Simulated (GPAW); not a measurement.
# InAs (F-43m) in GPAW: a series of runs

Aim: see how the results for InAs move with the level of theory and the settings. Levels: PBE, TPSS, revTPSS, PBE0. Tasks: band structure, equation of state.

Program: GPAW 26.7.0. These are calculated values, not measurements. Logs are shortened: lines on timing, memory, paths and dates and some standing lists are left out, and cuts for length are marked. The log counts tension as positive stress, the text compression.

**What was measured.**

From a printed reference work, data compilation, for a bulk crystal of InAs at 4.2 K: band gap 0.418 eV (direct).

The runs below are set against these values where they give the same quantity.

## Step 1: The crystal as given

It takes space group F-43m (No. 216, cubic). Conventional cell: a = 6.036 Å, b = 6.036 Å, c = 6.036 Å, α = 90.00°, β = 90.00°, γ = 90.00°. In (site symmetry -43m) is surrounded by 4 As at 2.61 Å. As (site symmetry -43m) has 4 In at 2.61 Å as nearest neighbours.

## Step 2: Band structure, PBE

run.py reads:

```python
from ase.dft.bandgap import bandgap
from ase.io import read, write
from gpaw import GPAW

atoms = read('InAs.xyz')

calc = GPAW(mode='lcao',
            h=0.2,
            basis='dz(dzp)',
            xc='PBE',
            kpts={'size': (6, 6, 6), 'gamma': True},
            occupations={'name': 'fermi-dirac', 'width': 0.05},
            convergence={'density': 1e-05, 'energy': 1e-05},
            maxiter=150,
            txt='gpaw.txt')
atoms.calc = calc
energy = atoms.get_potential_energy()
forces = atoms.get_forces()
calc.write('gs.gpw')
write('result.traj', atoms)
print(f'Energy: {energy:.6f} eV')
print('Forces (eV/A):')
print(forces.round(4))
print('Fermi level:', round(calc.get_fermi_level(), 4), 'eV')
print(f'Gap: {bandgap(calc)[0]:.4f} eV, direct: {bandgap(calc, direct=True)[0]:.4f} eV')

path = atoms.cell.bandpath('GXWKGLUWLK,UX', npoints=60, eps=1e-4)
bs_calc = calc.fixed_density(kpts=path, symmetry='off', txt='bands.txt')
bs = bs_calc.band_structure()
bs.write('bs.json')
print(f'Gap on the path: {bandgap(bs_calc)[0]:.4f} eV')
```

InAs.xyz reads:

```xyz
2
Lattice="0.0000000000 3.0180000000 3.0180000000 3.0180000000 0.0000000000 3.0180000000 3.0180000000 3.0180000000 0.0000000000" Properties=species:S:1:pos:R:3 pbc="T T T"
In     0.0000000000      0.0000000000      0.0000000000
As     4.5270000000      4.5270000000      4.5270000000
```

Potentials or basis: GPAW PAW data sets (gpaw-data 1.2.1), lcao:dz(dzp).

The run is started by

```sh
$ OMP_NUM_THREADS=1 python run.py
```

gpaw.txt:

```text
__  _  _
 | _ |_)|_||  |
 |__||  | ||/\| - 26.7.0

Input parameters:
  mode=LCAO(),
  basis={'default': 'dz(dzp)'},
  convergence={'density': 1e-05, 'energy': 1e-05},
  h=0.2,
  kpts=MonkhorstPack(size=(6, 6, 6), gamma=True),
  maxiter=150,
  occupations=Occupations(name='fermi-dirac', width=0.05),
  xc=XC(name='PBE')

                     As

       In

Atoms  # Å, Bohr magnetons
|   | symbol |        x |        y |        z |    initial magnetic moments |
|---|--------|----------|----------|----------|-----------------------------|
| 0 |     In | 0.000000 | 0.000000 | 0.000000 | ( 0.0000,  0.0000,  0.0000) |
| 1 |     As | 4.527000 | 4.527000 | 4.527000 | ( 0.0000,  0.0000,  0.0000) |

Unit cell  # Å
| periodic |        x |        y |        z |  lengths |    angles |
|----------|----------|----------|----------|----------|-----------|
|      yes | 0.000000 | 3.018000 | 3.018000 | 4.268097 | 60.000000 |
|      yes | 3.018000 | 0.000000 | 3.018000 | 4.268097 | 60.000000 |
|      yes | 3.018000 | 3.018000 | 0.000000 | 4.268097 | 60.000000 |

Number of symmetries: 24
Symmetry operations  # r_c * U_cc + t_c -> r_c
|    | kind |            matrix            |
|----|------|------------------------------|
|  0 |  E   |  1, 0, 0,  0, 1, 0,  0, 0, 1 |
|  1 |  σ   |  1, 0, 0,  0, 0, 1,  0, 1, 0 |
|  2 |  σ   |  1, 0,-1,  0, 1,-1,  0, 0,-1 |
|  3 |  C3  |  1, 0,-1,  0, 0,-1,  0, 1,-1 |
|  4 |  C3  |  1,-1, 0,  0,-1, 1,  0,-1, 0 |
|  5 |  σ   |  1,-1, 0,  0,-1, 0,  0,-1, 1 |
|  6 |  σ   |  0, 1, 0,  1, 0, 0,  0, 0, 1 |
|  7 |  C3  |  0, 1, 0,  0, 0, 1,  1, 0, 0 |
|  8 |  C2  |  0, 1,-1,  1, 0,-1,  0, 0,-1 |
|  9 |  S4  |  0, 1,-1,  0, 0,-1,  1, 0,-1 |
| 10 |  C3  |  0, 0, 1,  1, 0, 0,  0, 1, 0 |
| 11 |  σ   |  0, 0, 1,  0, 1, 0,  1, 0, 0 |
| 12 |  S4  |  0, 0,-1,  1, 0,-1,  0, 1,-1 |
| 13 |  C3  |  0, 0,-1,  0, 1,-1,  1, 0,-1 |
| 14 |  S4  |  0,-1, 1,  1,-1, 0,  0,-1, 0 |
| 15 |  C2  |  0,-1, 1,  0,-1, 0,  1,-1, 0 |
| 16 |  C3  |  0,-1, 0,  1,-1, 0,  0,-1, 1 |
| 17 |  S4  |  0,-1, 0,  0,-1, 1,  1,-1, 0 |
| 18 |  S4  | -1, 1, 0, -1, 0, 1, -1, 0, 0 |
| 19 |  C3  | -1, 1, 0, -1, 0, 0, -1, 0, 1 |
| 20 |  C3  | -1, 0, 1, -1, 1, 0, -1, 0, 0 |
| 21 |  S4  | -1, 0, 1, -1, 0, 0, -1, 1, 0 |
| 22 |  σ   | -1, 0, 0, -1, 1, 0, -1, 0, 1 |
| 23 |  C2  | -1, 0, 0, -1, 0, 1, -1, 1, 0 |

BZ-sampling:
  Number of BZ points: 216
  Number of IBZ points: 16

  Monkhorst-Pack size: [6, 6, 6]
  Monkhorst-Pack shift: [0.08333333333333333, 0.08333333333333333, 0.08333333333333333]

K-points  # in reciprocal-cell coordinates
|     |                                coordinates |     weight |
|-----|--------------------------------------------|------------|
|   0 | (  0.00000000,   0.00000000,   0.00000000) | 0.00462963 |
|   1 | (  0.16666667,   0.16666667,   0.00000000) | 0.02777778 |
|   2 | (  0.16666667,   0.16666667,   0.16666667) | 0.03703704 |
|   3 | (  0.33333333,   0.16666667,   0.16666667) | 0.05555556 |
|   4 | (  0.33333333,   0.33333333,  -0.33333333) | 0.05555556 |
|   5 | (  0.33333333,   0.33333333,   0.00000000) | 0.02777778 |
|   6 | (  0.33333333,   0.33333333,   0.16666667) | 0.11111111 |
|   7 | (  0.33333333,   0.33333333,   0.33333333) | 0.03703704 |
|   8 | (  0.50000000,   0.33333333,  -0.33333333) | 0.11111111 |
|   9 | (  0.50000000,   0.33333333,  -0.16666667) | 0.05555556 |
| ... |                                            |            |
|  15 | (  0.50000000,   0.50000000,   0.50000000) | 0.01851852 |

basis functions: 26
Spin-components: 1 (collinear spins)
Bands:           13
Projectors:      11
Spin-degeneracy: 2
Datatype:        <class 'complex'>

Parallelization:
  kpt:    1
  domain: 1
  band:   1

Density:
  Valence electrons: 18.0
  Components: 1
  Grid points: [16 16 16]
  Charge: 0.0  # |e|

Potential:
  Grid points: [16 16 16]

species:
  In:
    name:    Indium
    Z:       49.0
    valence: 13
    core:    36
    charge:  0.0  # [|e|]
    compensation charges:
      type: gauss
      rc: 0.36  # [Å]
      lmax: 2
    cutoffs:
      filter: 2.09  # [Å]
      core: 2.48  # [Å]
    projectors
    | kind |    occ | energy [eV] | rcut [Å] |
    |------|--------|-------------|----------|
    |   5s |  2.000 |      -8.203 |    1.185 |
    |   5p |  1.000 |      -2.521 |    1.244 |
    |   4d | 10.000 |     -18.629 |    1.148 |
    |    s |        |      19.008 |    1.185 |
    |    p |        |      24.691 |    1.244 |
    |    d |        |       8.583 |    1.148 |

    LCAO basis set for In:
      Name: dz(dzp)
      File: <dir>
      Number of radial functions: 6
      Number of spherical harmonics: 18
        l=0, rc=7.7188 Bohr: 5s-sz confined orbital
        l=1, rc=10.7500 Bohr: 5p-sz confined orbital
        l=2, rc=4.4219 Bohr: 4d-sz confined orbital
        l=0, rc=4.5312 Bohr: 5s-dz split-valence wave
        l=1, rc=6.4688 Bohr: 5p-dz split-valence wave
        l=2, rc=2.7344 Bohr: 4d-dz split-valence wave
      Number of RI-basis functions 0

  As:
    name:    Arsenic
    Z:       33.0
    valence: 5
    core:    28
    charge:  0.0  # [|e|]
    compensation charges:
      type: gauss
      rc: 0.33  # [Å]
      lmax: 2
    cutoffs:
      filter: 1.87  # [Å]
      core: 2.96  # [Å]
    projectors
    | kind |    occ | energy [eV] | rcut [Å] |
    |------|--------|-------------|----------|
    |   4s |  2.000 |     -14.487 |    1.058 |
    |   4p |  3.000 |      -5.196 |    1.058 |
    |    s |        |      12.725 |    1.058 |
    |    p |        |      22.016 |    1.058 |
    |    d |        |       0.000 |    1.058 |

    LCAO basis set for As:
      Name: dz(dzp)
      File: <dir>
      Number of radial functions: 4
      Number of spherical harmonics: 8
        l=0, rc=6.1250 Bohr: 4s-sz confined orbital
        l=1, rc=7.9531 Bohr: 4p-sz confined orbital
        l=0, rc=3.4219 Bohr: 4s-dz split-valence wave
        l=1, rc=4.6094 Bohr: 4p-dz split-valence wave
      Number of RI-basis functions 0

Reference energy: -221478.393260  # eV

eigensolver:
  <gpaw.new.lcao.eigensolver.LCAOEigensolver object>
density mixing:
  MSR1-Mixer
  Pratt-step length: 0.05
  Maximum mixing coefficient: 0.75
  Old densities: 10
  SVD Regularization: 0.005
  Good broyden scale: 1.0
  Trust region scale: 1.0
  Backstep threshold: 4.0
  History deletion threshold: 6.0
  Fourier metric: weight=20.0, sigma=0.015

occupation numbers:
  Fermi-Dirac:
    width: 0.0500  # eV

FastPoissonSolver using
    Stencil: 12*3+1=37 point O(h^6) finite-difference Laplacian
    FFT axes: [np.int64(0), np.int64(1), np.int64(2)]
    FST axes: []

xc functional:
  name: PBE with 2 nearest neighbor stencil
interpolation: tri-quintic # 5. degree polynomial

                     As

       In

Atoms  # Å, Bohr magnetons
|   | symbol |        x |        y |        z |    initial magnetic moments |
|---|--------|----------|----------|----------|-----------------------------|
| 0 |     In | 0.000000 | 0.000000 | 0.000000 | ( 0.0000,  0.0000,  0.0000) |
| 1 |     As | 4.527000 | 4.527000 | 4.527000 | ( 0.0000,  0.0000,  0.0000) |

Unit cell  # Å
| periodic |        x |        y |        z |  lengths |    angles |
|----------|----------|----------|----------|----------|-----------|
|      yes | 0.000000 | 3.018000 | 3.018000 | 4.268097 | 60.000000 |
|      yes | 3.018000 | 0.000000 | 3.018000 | 4.268097 | 60.000000 |
|      yes | 3.018000 | 3.018000 | 0.000000 | 4.268097 | 60.000000 |

Number of symmetries: 24
Symmetry operations  # r_c * U_cc + t_c -> r_c
|    | kind |            matrix            |
|----|------|------------------------------|
|  0 |  E   |  1, 0, 0,  0, 1, 0,  0, 0, 1 |
|  1 |  σ   |  1, 0, 0,  0, 0, 1,  0, 1, 0 |
|  2 |  σ   |  1, 0,-1,  0, 1,-1,  0, 0,-1 |
|  3 |  C3  |  1, 0,-1,  0, 0,-1,  0, 1,-1 |
|  4 |  C3  |  1,-1, 0,  0,-1, 1,  0,-1, 0 |
|  5 |  σ   |  1,-1, 0,  0,-1, 0,  0,-1, 1 |
|  6 |  σ   |  0, 1, 0,  1, 0, 0,  0, 0, 1 |
|  7 |  C3  |  0, 1, 0,  0, 0, 1,  1, 0, 0 |
|  8 |  C2  |  0, 1,-1,  1, 0,-1,  0, 0,-1 |
|  9 |  S4  |  0, 1,-1,  0, 0,-1,  1, 0,-1 |
| 10 |  C3  |  0, 0, 1,  1, 0, 0,  0, 1, 0 |
| 11 |  σ   |  0, 0, 1,  0, 1, 0,  1, 0, 0 |
| 12 |  S4  |  0, 0,-1,  1, 0,-1,  0, 1,-1 |
| 13 |  C3  |  0, 0,-1,  0, 1,-1,  1, 0,-1 |
| 14 |  S4  |  0,-1, 1,  1,-1, 0,  0,-1, 0 |
| 15 |  C2  |  0,-1, 1,  0,-1, 0,  1,-1, 0 |
| 16 |  C3  |  0,-1, 0,  1,-1, 0,  0,-1, 1 |
| 17 |  S4  |  0,-1, 0,  0,-1, 1,  1,-1, 0 |
| 18 |  S4  | -1, 1, 0, -1, 0, 1, -1, 0, 0 |
| 19 |  C3  | -1, 1, 0, -1, 0, 0, -1, 0, 1 |
| 20 |  C3  | -1, 0, 1, -1, 1, 0, -1, 0, 0 |
| 21 |  S4  | -1, 0, 1, -1, 0, 0, -1, 1, 0 |
| 22 |  σ   | -1, 0, 0, -1, 1, 0, -1, 0, 1 |
| 23 |  C2  | -1, 0, 0, -1, 0, 1, -1, 1, 0 |

BZ-sampling:
  Number of BZ points: 216
  Number of IBZ points: 16

  Monkhorst-Pack size: [6, 6, 6]
  Monkhorst-Pack shift: [0.08333333333333333, 0.08333333333333333, 0.08333333333333333]

K-points  # in reciprocal-cell coordinates
|     |                                coordinates |     weight |
|-----|--------------------------------------------|------------|
|   0 | (  0.00000000,   0.00000000,   0.00000000) | 0.00462963 |
|   1 | (  0.16666667,   0.16666667,   0.00000000) | 0.02777778 |
|   2 | (  0.16666667,   0.16666667,   0.16666667) | 0.03703704 |
|   3 | (  0.33333333,   0.16666667,   0.16666667) | 0.05555556 |
|   4 | (  0.33333333,   0.33333333,  -0.33333333) | 0.05555556 |
|   5 | (  0.33333333,   0.33333333,   0.00000000) | 0.02777778 |
|   6 | (  0.33333333,   0.33333333,   0.16666667) | 0.11111111 |
|   7 | (  0.33333333,   0.33333333,   0.33333333) | 0.03703704 |
|   8 | (  0.50000000,   0.33333333,  -0.33333333) | 0.11111111 |
|   9 | (  0.50000000,   0.33333333,  -0.16666667) | 0.05555556 |
| ... |                                            |            |
|  15 | (  0.50000000,   0.50000000,   0.50000000) | 0.01851852 |

basis functions: 26
Spin-components: 1 (collinear spins)
Bands:           13
Projectors:      11
Spin-degeneracy: 2
Datatype:        <class 'complex'>

Parallelization:
  kpt:    1
  domain: 1
  band:   1

Density:
  Valence electrons: 18.0
  Components: 1
  Grid points: [16 16 16]
  Charge: 0.0  # |e|

Potential:
  Grid points: [16 16 16]

species:
  In:
    name:    Indium
    Z:       49.0
    valence: 13
    core:    36
    charge:  0.0  # [|e|]
    compensation charges:
      type: gauss
      rc: 0.36  # [Å]
      lmax: 2
    cutoffs:
      filter: 2.09  # [Å]
      core: 2.48  # [Å]
    projectors
    | kind |    occ | energy [eV] | rcut [Å] |
    |------|--------|-------------|----------|
    |   5s |  2.000 |      -8.203 |    1.185 |
    |   5p |  1.000 |      -2.521 |    1.244 |
    |   4d | 10.000 |     -18.629 |    1.148 |
    |    s |        |      19.008 |    1.185 |
    |    p |        |      24.691 |    1.244 |
    |    d |        |       8.583 |    1.148 |

    LCAO basis set for In:
      Name: dz(dzp)
      File: <dir>
      Number of radial functions: 6
      Number of spherical harmonics: 18
        l=0, rc=7.7188 Bohr: 5s-sz confined orbital
        l=1, rc=10.7500 Bohr: 5p-sz confined orbital
        l=2, rc=4.4219 Bohr: 4d-sz confined orbital
        l=0, rc=4.5312 Bohr: 5s-dz split-valence wave
        l=1, rc=6.4688 Bohr: 5p-dz split-valence wave
        l=2, rc=2.7344 Bohr: 4d-dz split-valence wave
      Number of RI-basis functions 0

  As:
    name:    Arsenic
    Z:       33.0
    valence: 5
    core:    28
    charge:  0.0  # [|e|]
    compensation charges:
      type: gauss
      rc: 0.33  # [Å]
      lmax: 2
    cutoffs:
      filter: 1.87  # [Å]
      core: 2.96  # [Å]
    projectors
    | kind |    occ | energy [eV] | rcut [Å] |
    |------|--------|-------------|----------|
    |   4s |  2.000 |     -14.487 |    1.058 |
    |   4p |  3.000 |      -5.196 |    1.058 |
    |    s |        |      12.725 |    1.058 |
    |    p |        |      22.016 |    1.058 |
    |    d |        |       0.000 |    1.058 |

    LCAO basis set for As:
      Name: dz(dzp)
      File: <dir>
      Number of radial functions: 4
      Number of spherical harmonics: 8
        l=0, rc=6.1250 Bohr: 4s-sz confined orbital
        l=1, rc=7.9531 Bohr: 4p-sz confined orbital
        l=0, rc=3.4219 Bohr: 4s-dz split-valence wave
        l=1, rc=4.6094 Bohr: 4p-dz split-valence wave
      Number of RI-basis functions 0

Reference energy: -221478.393260  # eV

eigensolver:
  <gpaw.new.lcao.eigensolver.LCAOEigensolver object>
density mixing:
  MSR1-Mixer
  Pratt-step length: 0.05
  Maximum mixing coefficient: 0.75
  Old densities: 10
  SVD Regularization: 0.005
  Good broyden scale: 1.0
  Trust region scale: 1.0
  Backstep threshold: 4.0
  History deletion threshold: 6.0
  Fourier metric: weight=20.0, sigma=0.015

occupation numbers:
  Fermi-Dirac:
    width: 0.0500  # eV

FastPoissonSolver using
    Stencil: 12*3+1=37 point O(h^6) finite-difference Laplacian
    FFT axes: [np.int64(0), np.int64(1), np.int64(2)]
    FST axes: []

xc functional:
  name: PBE with 2 nearest neighbor stencil
interpolation: tri-quintic # 5. degree polynomial

convergence criteria:
- Maximum integral of absolute [dens]ity change: 1e-05 electrons / valence electron
- Maximum [total energy] change in last 3 cyles: 1e-05 eV / valence electron
- Maximum integral of absolute [eigenst]ate change: 4e-08 eV^2 / valence electron
maximum number of iterations: 150

SCF iterations
|iter     | |      energy | eigst |  dens |
|---------|-|-------------|-------|-------|
|iter:   1| |   -6.998072 |      c|       |
|iter:   2| |   -6.974855 |      c| -1.32 |
|iter:   3| |   -6.891835 |      c| -1.36 |
|iter:   4| |   -6.892310 |      c| -1.98 |
|iter:   5| |   -6.892254 |      c| -2.50 |
|iter:   6| |   -6.892253c|      c| -3.78 |
|iter:   7| |   -6.892253c|      c| -4.30 |
|iter:   8| |   -6.892253c|      c| -5.35c|

Converged in 8 steps
Energy contributions relative to reference atoms: (reference = -221478.393260)

Energy contributions:
  Kinetic:          29.166734
  Coulomb:         -25.831201
  Zero:              0.249673
  External:          0.000000
  Xc:              -10.476968
  Entropy:          -0.000982
  Spinorbit:         0.000000
  ----------------------------
  Free energy:      -6.892744
  Extrapolated:     -6.892253

dipole moment: (-16.966001, -16.966001, -16.966001)  # |e|*Ang

Fermi level: 4.964
Eigenvalues  # (at kpt = [0.000, 0.000, 0.000])
| band index |      eig [eV] | occ [0-2] |
|------------|---------------|-----------|
|          0 |        -9.322 |     2.000 |
|        ... |               |           |
|          2 |        -9.316 |     2.000 |
|          3 |        -9.125 |     2.000 |
|          4 |        -9.125 |     2.000 |
|          5 |        -6.993 |     2.000 |
|          6 |         4.783 |     1.948 |
|          7 |         4.926 |     1.361 |
|          8 |         4.926 |     1.361 |
|          9 |         4.927 |     1.360 |
|         10 |         9.204 |     0.000 |
|         11 |         9.207 |     0.000 |
|         12 |         9.207 |     0.000 |

No gap
No difference between direct/indirect transitions

Forces  # eV/Ang
|       x |        y |       z |
|---------|----------|---------|
| 0.00000 | -0.00000 | 0.00000 |  # In   0
| 0.00000 |  0.00000 | 0.00000 |  # As   1

# Writing to gs.gpw (mode='')
```

It took 7.8 s on 1 thread of Arm Neoverse V2, shared host; peak memory 0.16 GiB.

These settings aren't checked as converged: the numbers below hold their error.

Results:

```
Free energy             : -6.8927 eV
Band gap along the path : none (metal or under the smearing width)
```

Caveat: the real-space grid adds noise to forces; spin-orbit coupling is left out, which moves the levels of the heavy elements; the basis of atomic orbitals isn't converged, which shifts pressures, moduli and gaps.

[end of part 1 of 2]
